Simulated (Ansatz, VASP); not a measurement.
GaN: VASP beside Ansatz

File INCAR:

```
SYSTEM = GaN
ALGO = Fast
EDIFF = 1E-7
EDIFFG = -0.01
ENCUT = 600
IBRION = 2
ISIF = 3
ISMEAR = -1
LASPH = .TRUE.
LCHARG = .FALSE.
LREAL = .FALSE.
LWAVE = .FALSE.
NELM = 60
NSW = 40
PREC = Accurate
SIGMA = 0.05
```

Contents of KPOINTS:

```
k-points
0
G
  10 10 5
  0 0 0
```

Contents of POSCAR:

```
GaN
1.0
    3.1800000000      0.0000000000      0.0000000000
   -1.5900000000      2.7539607840      0.0000000000
    0.0000000000      0.0000000000      5.1660000000
Ga N
2 2
Direct
    0.6666666667      0.3333333333      0.5000000000
    0.3333333333      0.6666666667      0.0000000000
    0.6666666667      0.3333333333      0.8750000000
    0.3333333333      0.6666666667      0.3750000000
```

File input.yaml:

```yaml
crystal:
  lattice:
    - [3.18, 0.0, 0.0]
    - [-1.59, 2.753960784, 0.0]
    - [0.0, 0.0, 5.166]
  atoms:
    - { symbol: Ga, position: [0.6666666667, 0.3333333333, 0.5] }
    - { symbol: Ga, position: [0.3333333333, 0.6666666667, 0.0] }
    - { symbol: "N", position: [0.6666666667, 0.3333333333, 0.875] }
    - { symbol: "N", position: [0.3333333333, 0.6666666667, 0.375] }
hamiltonian:
  xc: lda
  pseudopotentials: { kind: paw }
kpoints:
  mp_grid: { grid: [10, 10, 5] }
scf:
  occupations: { method: fermi_dirac, width: 0.05 }
output:
  forces: true
  stress: true
relax:
  f_tol: 0.01
  max_steps: 40
  cell: { stress_tol: 0.05 }
```

Alike in both runs: task relaxation of cell and atoms; functional LDA; k mesh 10 × 10 × 5; occupations fermi-dirac, width 0.05 eV; no spin polarisation.

```csv
,VASP,Ansatz
version,VASP 6.6.1,Ansatz 0.2.0
potentials or method,"VASP PAW LDA potentials, release 64 (Ga_d, N)",Ansatz PAW
plane-wave cutoff (eV),600,420
valence electrons in the cell,36,36
```

```tsv
	VASP	Ansatz	Ansatz less VASP
relaxed volume (Å³/atom)	11.10	11.05	-0.049
relaxed cell length with the largest relative difference (Å)	5.147	5.138	-0.0086
energy change over the relaxation (meV/atom)	-3	-4	-1.4
```

Caveats: the plane-wave basis is chosen anew once the cell has moved, so the energies of steps on either side of that aren't comparable (Ansatz); the pressure holds a Pulay correction of +0.7 GPa for the finite cutoff (Ansatz); the PAW data sets come from PBE, with cores solved anew for the run's functional, which leaves a small shift of forces and pressure (Ansatz). LDA usually gives volumes a few per cent too small. Zero-point motion and thermal expansion aren't in these numbers.
